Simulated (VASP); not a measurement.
NiO, 2 atoms in the cell. It takes space group F-43m (No. 216, cubic). Conventional cell: a = 4.481 Å, b = 4.481 Å, c = 4.481 Å, α = 90.00°, β = 90.00°, γ = 90.00°. Ni (site symmetry -43m) has 4 O at 1.94 Å as nearest neighbours. O (site symmetry -43m) is surrounded by 4 Ni at 1.94 Å. The cell was built by a generator and needn't be a form met in nature.

- Program: VASP 6.6.1
- Task: band structure
- Functional: PW91
- Potentials or basis: VASP PAW PBE potentials, release 64 (Ni, O)
- Cutoff: 520 eV
- k mesh: 7 × 7 × 7
- Occupations: fermi-dirac, width 0.05 eV
- Spin: collinear spin, ferromagnetic start
- Starting moments: [1.0, 0.0] μB
- Further INCAR settings: ALGO = Normal; EDIFF = 1e-06

Potentials or basis: VASP PAW PBE potentials, release 64 (Ni, O).

Launch:

```console
$ cat potpaw_PBE.64/Ni/POTCAR potpaw_PBE.64/O/POTCAR > POTCAR
$ cp INCAR.step1 INCAR
$ cp KPOINTS.step1 KPOINTS
$ mpirun -np 1 vasp_std > vasp.out
$ cp INCAR.step2 INCAR
$ cp KPOINTS.step2 KPOINTS
$ mpirun -np 1 vasp_std > vasp.out
```

Hardware: 1 thread of Intel(R) Xeon(R) Platinum 8488C (Sapphire Rapids), with other jobs on the host.

Estimate the wall time of this run.

It took 37 s on 1 thread of Intel(R) Xeon(R) Platinum 8488C (Sapphire Rapids) (shared host), peak memory 0.19 GiB. Counts: scf iterations 7, k points 150.
